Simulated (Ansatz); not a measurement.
Runs of Ansatz 0.2.0 on AlAu. It takes space group Pm-3m (No. 221, cubic). Conventional cell: a = 3.224 Å, b = 3.224 Å, c = 3.224 Å, α = 90.00°, β = 90.00°, γ = 90.00°. Around Au (site symmetry m-3m) lie 8 Al at 2.79 Å. Al (site symmetry m-3m) has 8 Au at 2.79 Å as nearest neighbours. The cell comes from a database or a generator and needn't be the stable form of this composition.

```csv
task,level,cell,k mesh,cutoff (eV),target pressure (GPa),mesh quality,gap on the mesh (eV),pressure (GPa)
projected density of states,LDA,as given,5 × 5 × 5,420,-,coarse,none,-6.4
relaxation of cell and atoms,PBEsol,relaxed to 30 GPa,8 × 8 × 8,420,30,not flagged,none,30.0
projected density of states,r2SCAN,as given,5 × 5 × 5,500,-,coarse,none,-2.6
relaxation of cell and atoms,PBEsol,relaxed to 20 GPa,8 × 8 × 8,420,20,not flagged,none,20.0
relaxation of cell and atoms,PBEsol,relaxed,8 × 8 × 8,420,0,not flagged,none,0.0
projected density of states,r2SCAN0,as given,5 × 5 × 5,500,-,coarse,none,(a)
relaxation of cell and atoms,PBEsol,relaxed to 10 GPa,8 × 8 × 8,420,10,not flagged,none,10.0
projected density of states,HSE06,as given,5 × 5 × 5,420,-,coarse,none,-1.2
```

Alike in all rows: potentials or basis Ansatz PAW; no spin polarisation; smearing fermi-dirac 0.05 eV.

Q: Fill in the values left out.

A: (a) -3.8.

Caveats: some runs use coarse meshes; the PAW data sets come from PBE, with cores solved anew for the run's functional, which leaves a small shift of forces and pressure; the plane-wave basis is chosen anew once the cell has moved, so the energies of steps on either side of that aren't comparable (some runs); the thresholds are loose for stress (some runs).

A k mesh can miss the band edges, and the runs leave out spin-orbit coupling on Au.

A gap of «none» marks a metal or a gap under the smearing width.
